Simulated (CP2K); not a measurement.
# Mo (P-1) in CP2K: convergence with r cutoff

Aim: find how far r cutoff must go before the results for Mo settle, at RPBE+D3(BJ). This setting moves, with any that are tied to it; all else stays.

Program: CP2K 2026.2. These are calculated values, not measurements. Logs are shortened: lines on timing, memory, paths and dates and some standing lists are left out, and cuts for length are marked.

### 1 The cell of the first run

The typed cell holds 1 atom: a = 2.741 Å, b = 2.987 Å, c = 2.938 Å, α = 60.58°, β = 54.80°, γ = 59.63°.

This isn't the form of Mo at room conditions, which is bcc.

The cell isn't the ideal one: cell strained at random at fixed volume.

### 2 With r cutoff 6

File mo_converge.inp:

```
&GLOBAL
  PROJECT mo_converge
  RUN_TYPE ENERGY_FORCE
  PRINT_LEVEL LOW
&END GLOBAL
&FORCE_EVAL
  METHOD QS
  STRESS_TENSOR ANALYTICAL
  &DFT
    BASIS_SET_FILE_NAME BASIS_MOLOPT_UZH
    POTENTIAL_FILE_NAME POTENTIAL_UZH
    &MGRID
      CUTOFF 450
      REL_CUTOFF 60
      NGRIDS 4
    &END MGRID
    &QS
      METHOD GPW
      EPS_DEFAULT 1.0E-9
    &END QS
    &KPOINTS
      SCHEME MONKHORST-PACK 9 8 9
      GAMMA_CENTERED T
      SYMMETRY T
      SYMMETRY_BACKEND SPGLIB
    &END KPOINTS
    &SCF
      SCF_GUESS ATOMIC
      EPS_SCF 1.0E-6
      MAX_SCF 100
      ADDED_MOS 11
      CHOLESKY OFF
      EPS_EIGVAL 1.0E-7
      &DIAGONALIZATION ON
        ALGORITHM STANDARD
      &END DIAGONALIZATION
      &MIXING ON
        METHOD BROYDEN_MIXING
        ALPHA 0.4
        BETA 1.5
        NBUFFER 8
      &END MIXING
      &SMEAR ON
        METHOD FERMI_DIRAC
        ELECTRONIC_TEMPERATURE [K] 580.226
      &END SMEAR
    &END SCF
    &XC
      &XC_FUNCTIONAL
        &GGA_X_RPBE
        &END GGA_X_RPBE
        &GGA_C_PBE
        &END GGA_C_PBE
      &END XC_FUNCTIONAL
      &VDW_POTENTIAL
        POTENTIAL_TYPE PAIR_POTENTIAL
        &PAIR_POTENTIAL
          TYPE DFTD3(BJ)
          REFERENCE_FUNCTIONAL RPBE
          PARAMETER_FILE_NAME dftd3.dat
          R_CUTOFF 6
        &END PAIR_POTENTIAL
      &END VDW_POTENTIAL
    &END XC
    &PRINT
      &KPOINTS ON
      &END KPOINTS
      &MULLIKEN ON
      &END MULLIKEN
      &MO ON
        ENERGIES T
        OCCUPATION_NUMBERS T
        &EACH
          QS_SCF 0
        &END EACH
        ADD_LAST NUMERIC
      &END MO
    &END PRINT
  &END DFT
  &SUBSYS
    &CELL
      ABC 2.7413783729 2.9873292754 2.9376800776
      ALPHA_BETA_GAMMA 60.5846657057 54.7953169809 59.6340659563
      PERIODIC XYZ
    &END CELL
    &COORD
      SCALED
      Mo  -0.0025160000 -0.0037580000 0.0062980000
    &END COORD
    &KIND Mo
      BASIS_SET DZVP-MOLOPT-PBE-GTH-q14
      POTENTIAL GTH-PBE-q14
    &END KIND
    &PRINT
      &ATOMIC_COORDINATES ON
      &END ATOMIC_COORDINATES
      &CELL ON
      &END CELL
    &END PRINT
  &END SUBSYS
  &PRINT
    &FORCES ON
    &END FORCES
    &STRESS_TENSOR ON
    &END STRESS_TENSOR
  &END PRINT
&END FORCE_EVAL
```

Potentials or basis: POTENTIAL_UZH Mo GTH-PBE-q14; DZVP-MOLOPT-PBE-GTH basis.

Command:

```
$ OMP_NUM_THREADS=1 cp2k.psmp -i mo_converge.inp -o mo_converge.out
```

Wall time 72 s (1 thread of Arm Neoverse V1, shared host); peak memory 0.26 GiB.

Results:

- Free energy: -1849.5046 eV
- Pressure: -38.7 GPa
- Band gap on the k mesh: none (metal or under the smearing width)

### 3 With r cutoff 8

mo_converge.inp: that of step 2 with these lines changed.

```diff
@@ -60,3 +60,3 @@
           PARAMETER_FILE_NAME dftd3.dat
-          R_CUTOFF 6
+          R_CUTOFF 8
         &END PAIR_POTENTIAL
```

Potentials or basis: POTENTIAL_UZH Mo GTH-PBE-q14; DZVP-MOLOPT-PBE-GTH basis.

Command:

```
$ OMP_NUM_THREADS=1 cp2k.psmp -i mo_converge.inp -o mo_converge.out
```

Run time: 72 s. Hardware: 1 thread of Arm Neoverse V1, shared host; peak memory 0.26 GiB.

What came out:

- Free energy: -1849.5148 eV
- Pressure: -38.9 GPa
- Band gap on the k mesh: none (metal or under the smearing width)

### 4 With r cutoff 10

mo_converge.inp: that of step 3 with these lines changed.

```diff
@@ -60,3 +60,3 @@
           PARAMETER_FILE_NAME dftd3.dat
-          R_CUTOFF 8
+          R_CUTOFF 10
         &END PAIR_POTENTIAL
```

Command:

```
$ OMP_NUM_THREADS=1 cp2k.psmp -i mo_converge.inp -o mo_converge.out
```

It took 70 s on 1 thread of Arm Neoverse V1, shared host; peak memory 0.26 GiB.

What came out:

- Free energy: -1849.5181 eV
- Pressure: -39.0 GPa
- Band gap on the k mesh: none (metal or under the smearing width)

### 5 With r cutoff 13

mo_converge.inp: that of step 4 with these lines changed.

```diff
@@ -60,3 +60,3 @@
           PARAMETER_FILE_NAME dftd3.dat
-          R_CUTOFF 10
+          R_CUTOFF 13
         &END PAIR_POTENTIAL
```

Command:

```
$ OMP_NUM_THREADS=1 cp2k.psmp -i mo_converge.inp -o mo_converge.out
```

Run time: 71 s. Hardware: 1 thread of Arm Neoverse V1, shared host; peak memory 0.26 GiB.

Results:

| Property | Result |
| --- | --- |
| Free energy | -1849.5199 eV |
| Pressure | -39.0 GPa |
| Band gap on the k mesh | none (metal or under the smearing width) |

### 6 With r cutoff 17

mo_converge.inp: that of step 5 with these lines changed.

```diff
@@ -60,3 +60,3 @@
           PARAMETER_FILE_NAME dftd3.dat
-          R_CUTOFF 13
+          R_CUTOFF 17
         &END PAIR_POTENTIAL
```

Potentials or basis: POTENTIAL_UZH Mo GTH-PBE-q14; DZVP-MOLOPT-PBE-GTH basis.

Command:

```
$ OMP_NUM_THREADS=1 cp2k.psmp -i mo_converge.inp -o mo_converge.out
```

It took 73 s on 1 thread of Arm Neoverse V1, shared host; peak memory 0.26 GiB.

The run converged. Its results:

```
Free energy            : -1849.5208 eV
Pressure               : -39.0 GPa
Band gap on the k mesh : none (metal or under the smearing width)
```

### 7 With r cutoff 22

mo_converge.inp: that of step 6 with these lines changed.

```diff
@@ -60,3 +60,3 @@
           PARAMETER_FILE_NAME dftd3.dat
-          R_CUTOFF 17
+          R_CUTOFF 22
         &END PAIR_POTENTIAL
```

Command:

```
$ OMP_NUM_THREADS=1 cp2k.psmp -i mo_converge.inp -o mo_converge.out
```

Run time: 72 s. Hardware: 1 thread of Arm Neoverse V1, shared host; peak memory 0.26 GiB.

It converged, with:

* Free energy: -1849.5211 eV
* Pressure: -39.1 GPa
* Band gap on the k mesh: none (metal or under the smearing width)

### 8 With r cutoff 30

mo_converge.inp: that of step 7 with these lines changed.

```diff
@@ -60,3 +60,3 @@
           PARAMETER_FILE_NAME dftd3.dat
-          R_CUTOFF 22
+          R_CUTOFF 30
         &END PAIR_POTENTIAL
```

Potentials or basis: POTENTIAL_UZH Mo GTH-PBE-q14; DZVP-MOLOPT-PBE-GTH basis.

Command:

```
$ OMP_NUM_THREADS=1 cp2k.psmp -i mo_converge.inp -o mo_converge.out
```

mo_converge.out:

```text

 CP2K| version string:                                       CP2K version 2026.2
 CP2K| Input file name                                           mo_converge.inp

 GLOBAL| Force Environment number                                              1
 GLOBAL| Basis set file name                                    BASIS_MOLOPT_UZH
 GLOBAL| Potential file name                                       POTENTIAL_UZH
 GLOBAL| MM Potential file name                                     MM_POTENTIAL
 GLOBAL| Coordinate file name                                      __STD_INPUT__
 GLOBAL| Method name                                                        CP2K
 GLOBAL| Project name                                                mo_converge
 GLOBAL| Run type                                                   ENERGY_FORCE
 GLOBAL| FFT library                                                       FFTW3
[... 8 lines left out ...]
 GLOBAL| CPU model name                                                  UNKNOWN

 CELL| Volume [angstrom^3]:                                            16.266164
 CELL| Vector a [angstrom]:       2.741     0.000     0.000   |a| =     2.741378
 CELL| Vector b [angstrom]:       1.510     2.578     0.000   |b| =     2.987329
 CELL| Vector c [angstrom]:       1.694     0.680     2.302   |c| =     2.937680
 CELL| Angle (b,c), alpha [degree]:                                    60.584666
 CELL| Angle (a,c), beta  [degree]:                                    54.795317
 CELL| Angle (a,b), gamma [degree]:                                    59.634066
 CELL| Numerically orthorhombic:                                              NO
 CELL| Periodicity                                                           XYZ

 CELL_REF| Volume [angstrom^3]:                                        16.266164
 CELL_REF| Vector a [angstrom     2.741     0.000     0.000   |a| =     2.741378
 CELL_REF| Vector b [angstrom     1.510     2.578     0.000   |b| =     2.987329
 CELL_REF| Vector c [angstrom     1.694     0.680     2.302   |c| =     2.937680
 CELL_REF| Angle (b,c), alpha [degree]:                                60.584666
 CELL_REF| Angle (a,c), beta  [degree]:                                54.795317
 CELL_REF| Angle (a,b), gamma [degree]:                                59.634066
[... 413 lines left out ...]
 MO|     17               1.878637              51.120311               0.000000
 MO|     18               1.930386              52.528474               0.000000
 MO| Sum:                                                              14.000014
 MO| E(Fermi):            0.610960 a.u.         16.625077 eV
 MO| Band gap:            0.093958 a.u.          2.556737 eV

 MO| EIGENVALUES AND OCCUPATION NUMBERS FOR K POINT 12
 MO|
 MO|  Index      Eigenvalue [a.u.]        Eigenvalue [eV]             Occupation
 MO|      1              -1.618801             -44.049815               2.000000
 MO|      2              -0.688188             -18.726559               2.000000
 MO|      3              -0.665845             -18.118574               2.000000
 MO|      4              -0.659532             -17.946767               2.000000
 MO|      5               0.492026              13.388702               2.000000
 MO|      6               0.520136              14.153614               2.000000
[... 58 lines left out ...]
 MO|     17               1.928934              52.488953               0.000000
 MO|     18               2.047532              55.716181               0.000000
 MO| Sum:                                                              13.999737
 MO| E(Fermi):            0.610960 a.u.         16.625077 eV

 [... the levels of further k-points ...]

 !-----------------------------------------------------------------------------!
                     Mulliken Population Analysis

 #  Atom  Element  Kind  Atomic population                           Net charge
       1     Mo       1         14.000000                              0.000000
 # Total charge                             14.000000                  0.000000

 !-----------------------------------------------------------------------------!

 ENERGY| Total FORCE_EVAL ( QS ) energy [hartree]            -67.968661361046529

 FORCES| Atomic forces [hartree/bohr]
 FORCES|   Atom     x               y               z               |f|
 FORCES|      1 -1.07474380E-06 -5.49752969E-06 -1.95830685E-05   2.03684678E-05
 FORCES| Sum    -1.07474380E-06 -5.49752969E-06 -1.95830685E-05
 FORCES| Total atomic force                                       2.03684678E-05

 STRESS| Analytical stress tensor [bar]
 STRESS|                        x                   y                   z
 STRESS|      x       -3.80785168904E+05  -2.30384017188E+04   1.70491449881E+04
 STRESS|      y       -2.30384017188E+04  -4.46567115575E+05   4.22245909092E+04
 STRESS|      z        1.70491449881E+04   4.22245909092E+04  -3.44299530537E+05
 STRESS| 1/3 Trace                                            -3.90550605005E+05
 STRESS| Determinant                                          -5.75885183507E+16

 STRESS| Eigenvectors and eigenvalues of the analytical stress tensor [bar]
 STRESS|                        1                   2                   3
 STRESS| Eigenvalues  -4.70217372341E+05  -3.73748711883E+05  -3.27685730791E+05
 STRESS|      x           0.294814261465      0.940115311817      0.171078203535
 STRESS|      y           0.893229772874     -0.334732668444      0.300157647790
 STRESS|      z          -0.339448264228     -0.064321389631      0.938422950885
```

Run time: 72 s. Hardware: 1 thread of Arm Neoverse V1, shared host; peak memory 0.27 GiB.

Results:

```yaml
Free_energy: -1849.5213 eV
Pressure: -39.1 GPa
Band_gap_on_the_k_mesh: none (metal or under the smearing width)
```

### 9 Summary

| r cutoff | energy less the tightest run, at zero smearing (meV/atom) | pressure (GPa) | SCF cycles | CPU time (s) | peak memory (GiB) |
| --- | --- | --- | --- | --- | --- |
| 6 | 16.72 | -38.71 | 11 | 72 | 0.26 |
| 8 | 6.57 | -38.92 | 11 | 72 | 0.26 |
| 10 | 3.25 | -38.99 | 11 | 70 | 0.26 |
| 13 | 1.39 | -39.03 | 11 | 71 | 0.26 |
| 17 | 0.55 | -39.04 | 11 | 73 | 0.26 |
| 22 | 0.19 | -39.05 | 11 | 72 | 0.26 |
| 30 | 0.00 | -39.06 | 11 | 72 | 0.27 |

Against the tightest run, the energy stays within 1 meV/atom from 17 on; the pressure stays within 0.1 GPa from 10 on. The tightest run that finished is the yardstick and may itself not be fully converged.

Caveats: the potentials were made for another functional, which shifts forces and pressure; the basis of atomic orbitals isn't converged, which shifts pressures, moduli and gaps; pairwise dispersion overbinds metals, which lowers pressure and volume.
